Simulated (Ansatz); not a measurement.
# 2H-MoTe2 bilayer (2H stacking) in a perpendicular field, part 3 of 3

Aim: how the 2H-MoTe2 bilayer (2H stacking) screens a field along its normal, and what the field does to its bands. A positive field points along +c.

Ansatz 0.2.0; plane-wave DFT, PBE-D3(BJ), Ansatz PAW.

So far, gap along the path (eV): step 3 (single point, field 0, start network) 0.830; step 6 (field 0.1 V/Å) 0.828; step 7 (field -0.1 V/Å) 0.828; step 8 (field 0.2 V/Å) 0.822; step 9 (field -0.2 V/Å) 0.822.

### Step 10. Atoms held, field 0.3 V/Å

Input file input.yaml:

```yaml
crystal:
  lattice:
    - [3.5003073275, 0.0, 0.0]
    - [-1.7501536638, 3.0313550667, 0.0]
    - [0.0, 0.0, 28.4849415547]
  atoms:
    - { symbol: Te, position: [0.3333333333, 0.6666666667, 0.3159564145] }
    - { symbol: Mo, position: [0.0, 0.0, 0.3797222732] }
    - { symbol: Te, position: [0.3333333333, 0.6666666667, 0.4435520994] }
    - { symbol: Te, position: [0.0, 0.0, 0.5564479006] }
    - { symbol: Mo, position: [0.3333333333, 0.6666666667, 0.6202777268] }
    - { symbol: Te, position: [0.0, 0.0, 0.6840435855] }
kpoints:
  mp_grid: { grid: [18, 18, 1] }
  band_path:
    path: [[0, 0, 0], [0.5, 0, 0], [0.33333333, 0.33333333, 0], [0, 0, 0]]
    npoints: 16
hamiltonian:
  xc: pbe
  dispersion: d3bj
scf:
  occupations: { method: fermi_dirac, width: 0.02585 }
  convergence: { dr2_threshold: 1.0e-10 }
efield:
  axis: 3
  dipole_correction: true
  ramp_position: 0.9652
  ramp_width: 0.0696
  amplitude: 0.3
output:
  write_potential: true
  write_density: true
  volumetric_format: npy
```

Command:

```console
ansatz run input.yaml --threads 4 --pin off --max-ram 8192MiB --backend cpu --events-out ev --progress --plain --runs-dir out
```

Numbers of over 12 decimals in the logs are rounded to 6 here.

Output:

```text
[...]
Crystal: 6 atoms, lattice volume = 302.244 Å³
Basis set: ecut = 420 eV, 5885 PW (Γ)
Bands: 56, of which v1, the nominal top of the filled ones, is band 46 counted from 1 (45 counted from 0)
Symmetry: 6 space group operations
k-points: 37 of 324 (time reversal used)
[...]
k-point 0: bands = [... 42 lower, 2.9354, 2.9354, 2.9644, 3.8371, 6.7422, 6.7422, 6.9124, 6.9124, ... 6 higher]
  k-point 1: bands = [... 42 lower, 2.8755, 2.8879, 3.0449, 3.8247, 6.5419, 6.6901, 6.7500, 6.8071, ... 6 higher]
  k-point 2: bands = [... 42 lower, 2.7737, 2.8924, 3.0993, 3.7294, 6.1287, 6.2203, 6.3454, 6.4008, ... 6 higher]
  k-point 36: bands = [... 42 lower, 1.8129, 1.9655, 3.5359, 3.7635, 4.7900, 4.9526, 5.1406, 5.7549, ... 6 higher]
[key lines of the parts left out:]
SCF converged after 18 iterations
Free energy (F): -37836.257288 eV
Fermi energy:    4.237620 eV
Dipole field:    D = 0.133291 V/Å  (p = 0.222637 e·Å, saw-weighted, corrected)
```

It took 21 s on 4 threads of AMD EPYC 9R14 (Zen 4), shared host; peak memory 1.1 GiB; 80 s of CPU time.

The dipole is 0.223 e·Å, and the gap 0.813 eV.

### Step 11. Atoms held, field -0.3 V/Å

input.yaml: that of step 10 with these lines changed.

```diff
@@ -28,3 +28,3 @@
   ramp_width: 0.0696
-  amplitude: 0.3
+  amplitude: -0.3
 output:
```

Output:

```text
[...]
Crystal: 6 atoms, lattice volume = 302.244 Å³
Basis set: ecut = 420 eV, 5885 PW (Γ)
Bands: 56, of which v1, the nominal top of the filled ones, is band 46 counted from 1 (45 counted from 0)
Symmetry: 6 space group operations
k-points: 37 of 324 (time reversal used)
[...]
k-point 0: bands = [... 42 lower, 2.9354, 2.9354, 2.9644, 3.8371, 6.7422, 6.7422, 6.9124, 6.9124, ... 6 higher]
  k-point 1: bands = [... 42 lower, 2.8755, 2.8879, 3.0449, 3.8247, 6.5419, 6.6901, 6.7500, 6.8071, ... 6 higher]
  k-point 2: bands = [... 42 lower, 2.7737, 2.8924, 3.0993, 3.7294, 6.1287, 6.2203, 6.3454, 6.4008, ... 6 higher]
  k-point 36: bands = [... 42 lower, 1.8129, 1.9655, 3.5359, 3.7635, 4.7900, 4.9526, 5.1406, 5.7549, ... 6 higher]
[key lines of the parts left out:]
SCF converged after 18 iterations
Free energy (F): -37836.257288 eV
Fermi energy:    4.237620 eV
Dipole field:    D = -0.133291 V/Å  (p = -0.222637 e·Å, saw-weighted, corrected)
```

It took 22 s on 4 threads; peak memory 1.1 GiB; 85 s of CPU time.

The dipole is -0.223 e·Å, and the gap 0.813 eV.

### Step 12. Single point, field 0.4 V/Å

input.yaml: that of step 11 with these lines changed.

```diff
@@ -26,5 +26,5 @@
   dipole_correction: true
-  ramp_position: 0.9652
-  ramp_width: 0.0696
-  amplitude: -0.3
+  ramp_position: 0.9326
+  ramp_width: 0.1348
+  amplitude: 0.4
 output:
```

Output:

```text
[...]
Crystal: 6 atoms, lattice volume = 302.244 Å³
Basis set: ecut = 420 eV, 5885 PW (Γ)
Bands: 56, of which v1, the nominal top of the filled ones, is band 46 counted from 1 (45 counted from 0)
Symmetry: 6 space group operations
k-points: 37 of 324 (time reversal used)
[...]
k-point 0: bands = [... 42 lower, 2.9590, 2.9590, 2.9701, 3.8367, 6.7177, 6.7177, 6.7558, 6.9107, ... 6 higher]
  k-point 1: bands = [... 42 lower, 2.8841, 2.8991, 3.0704, 3.8241, 6.5132, 6.6589, 6.7317, 6.7875, ... 6 higher]
  k-point 2: bands = [... 42 lower, 2.7640, 2.8619, 3.1302, 3.7286, 6.0870, 6.1979, 6.3681, 6.4233, ... 6 higher]
  k-point 36: bands = [... 42 lower, 1.7862, 1.9891, 3.5121, 3.7803, 4.7597, 4.9761, 5.1288, 5.7600, ... 6 higher]
[key lines of the parts left out:]
SCF converged after 17 iterations
Free energy (F): -37836.283266 eV
Fermi energy:    4.231021 eV
Dipole field:    D = 0.177782 V/Å  (p = 0.296950 e·Å, saw-weighted, corrected)
```

Wall time 22 s (4 threads); peak memory 1.1 GiB.

The dipole is 0.297 e·Å, and the gap 0.800 eV.

### Step 13. Atoms held, field -0.4 V/Å

input.yaml: that of step 12 with these lines changed.

```diff
@@ -28,3 +28,3 @@
   ramp_width: 0.1348
-  amplitude: 0.4
+  amplitude: -0.4
 output:
```

Output:

```text
[...]
Crystal: 6 atoms, lattice volume = 302.244 Å³
Basis set: ecut = 420 eV, 5885 PW (Γ)
Bands: 56, of which v1, the nominal top of the filled ones, is band 46 counted from 1 (45 counted from 0)
Symmetry: 6 space group operations
k-points: 37 of 324 (time reversal used)
[...]
k-point 0: bands = [... 42 lower, 2.9590, 2.9590, 2.9701, 3.8367, 6.7177, 6.7177, 6.7558, 6.9107, ... 6 higher]
  k-point 1: bands = [... 42 lower, 2.8841, 2.8991, 3.0704, 3.8241, 6.5132, 6.6589, 6.7317, 6.7875, ... 6 higher]
  k-point 2: bands = [... 42 lower, 2.7640, 2.8619, 3.1302, 3.7286, 6.0870, 6.1979, 6.3681, 6.4232, ... 6 higher]
  k-point 36: bands = [... 42 lower, 1.7862, 1.9891, 3.5121, 3.7803, 4.7597, 4.9761, 5.1288, 5.7600, ... 6 higher]
[key lines of the parts left out:]
SCF converged after 17 iterations
Free energy (F): -37836.283266 eV
Fermi energy:    4.231020 eV
Dipole field:    D = -0.177781 V/Å  (p = -0.296949 e·Å, saw-weighted, corrected)
```

The job ended after 23 s (4 threads; peak memory 1.1 GiB).

The dipole is -0.297 e·Å, and the gap 0.800 eV.

### Step 14. Response, atoms held

This step: plane-wave DFT, PBE-D3(BJ), Ansatz PAW; response to a field along the normal, atoms held (Ansatz 0.2.0).

The dipoles give the slope, and the difference of two potentials shows where the field is screened.

This step gave:

* equivalent conductor thickness p/(ε₀AE): 12.65 Å
* distance between the outer atoms: 10.48 Å

The dipole of the cell by applied field:

| applied field (V/Å) | dipole of the cell (e·Å) |
| --- | --- |
| -0.400 | -0.297 |
| -0.300 | -0.223 |
| -0.200 | -0.148 |
| -0.100 | -0.0742 |
| -0.050 | -0.0371 |
| 0.000 | 1.8e-6 |
| 0.050 | 0.0371 |
| 0.100 | 0.0742 |
| 0.200 | 0.148 |
| 0.300 | 0.223 |
| 0.400 | 0.297 |

Local field over the applied field, running mean. From the potentials at -0.05 and 0.05 V/Å; running mean over 2.8 Å. The local field over applied field by z:

z (Å), local field over applied field and a bar:
```
      4.5      0.995 ##############################
      5.0      0.988 ##############################
      5.5      0.968 #############################
      6.0      0.922 ############################
      6.5      0.831 #########################
      7.0      0.695 #####################
      7.5      0.538 ################
      8.0      0.378 ###########
      8.5      0.229 ######
      9.0      0.117 ###
      9.5      0.059 #
     10.0      0.037 
     10.5      0.027 
     11.0      0.026 
     11.5      0.031 
     12.0      0.041 
     12.5      0.064 #
     13.0      0.102 ##
     13.5      0.136 ###
     14.0      0.154 ####
     14.5      0.154 ####
     15.0      0.136 ###
     15.5      0.100 ##
     16.0      0.063 #
     16.5      0.041 
     17.0      0.031 
     17.5      0.025 
     18.0      0.027 
     18.5      0.038 
     19.0      0.060 #
     19.5      0.120 ###
     20.0      0.233 ######
     20.5      0.383 ###########
     21.0      0.543 ################
     21.5      0.699 #####################
     22.0      0.835 #########################
     22.5      0.924 ############################
     23.0      0.969 #############################
     23.5      0.988 ##############################
     24.0      0.996 ##############################
```

Electrons, planar mean, per unit field. Table of induced electron density by z:

z (Å), induced electron density (e/Å³ per V/Å) and a bar from the least value:
```
      4.5    0.00002 ###############
      5.0    0.00005 ###############
      5.5    0.00013 ################
      6.0    0.00034 #################
      6.5    0.00082 ###################
      7.0    0.00182 ########################
      7.5    0.00314 ##############################
      8.0    0.00291 #############################
      8.5    0.00087 ###################
      9.0    0.00068 ##################
      9.5    0.00032 ################
     10.0   -0.00042 #############
     10.5   -0.00021 ##############
     11.0    0.00025 ################
     11.5    0.00028 ################
     12.0   -0.00008 ###############
     12.5   -0.00035 #############
     13.0   -0.00064 ############
     13.5   -0.00100 ##########
     14.0   -0.00066 ############
     14.5    0.00070 ##################
     15.0    0.00098 ####################
     15.5    0.00065 ##################
     16.0    0.00033 #################
     16.5    0.00007 ###############
     17.0   -0.00027 ##############
     17.5   -0.00026 ##############
     18.0    0.00022 ################
     18.5    0.00040 #################
     19.0   -0.00032 #############
     19.5   -0.00069 ############
     20.0   -0.00089 ###########
     20.5   -0.00296 #
     21.0   -0.00310 
     21.5   -0.00178 ######
     22.0   -0.00080 ###########
     22.5   -0.00033 #############
     23.0   -0.00013 ##############
     23.5   -0.00005 ###############
     24.0   -0.00002 ###############
```

The smaller of the gaps on the path and on the k-mesh, counted as 0 under 0.03 eV. Gap against applied field:

| applied field (V/Å) | gap (eV) |
| --- | --- |
| -0.400 | 0.800 |
| -0.300 | 0.813 |
| -0.200 | 0.822 |
| -0.100 | 0.828 |
| -0.050 | 0.830 |
| 0.000 | 0.830 |
| 0.050 | 0.830 |
| 0.100 | 0.828 |
| 0.200 | 0.822 |
| 0.300 | 0.813 |
| 0.400 | 0.800 |

By hand: between -0.05 and 0.05 V/Å the dipole changes by 0.07419 e·Å, a slope of 0.7419 e·Å²/V. A perfect conductor of thickness t has p = ε₀AEt, so t = 180.95 × 0.7419 / 10.611 = 12.65 Å (e/ε₀ = 180.95 V·Å, A in Å²).

The induced dipole is that of a conductor 12.65 Å thick.

### Step 15. Results

```yaml
gap_without_field: 0.830 eV
ionisation_energy_upper_face: 4.67 eV
electron_affinity_upper_face: 3.84 eV
equivalent_conductor_thickness_atoms_held: 12.7 Å
```

In words: The induced dipole equals that of a perfect conductor 12.65 Å thick, while the outer atoms lie 10.48 Å apart; an out-of-plane ε follows only once a thickness t is chosen, by 1 − 1/ε = 12.65 Å / t. The gap goes from 0.83 eV to 0.80 eV at -0.4 V/Å. Semilocal functionals give gaps that are too small, and excitons are not included. Spin-orbit coupling is left out, which matters for the bands of elements this heavy.

[Logs are printed without paths, hosts, clocks, repeated set-up lines and the standing remarks that a program may print on its own settings, such as how far it seeks lower states.]

[Hosts, paths, dates, database ids (printed as entryN), source tags and the programs' standing remarks are cut or masked in the printed files.]

[Maps of the electrostatic potential energy from Ansatz leave out the sawtooth potential of an applied field or a dipole correction, so their vacuum need not be flat; planar profiles and work functions include it.]
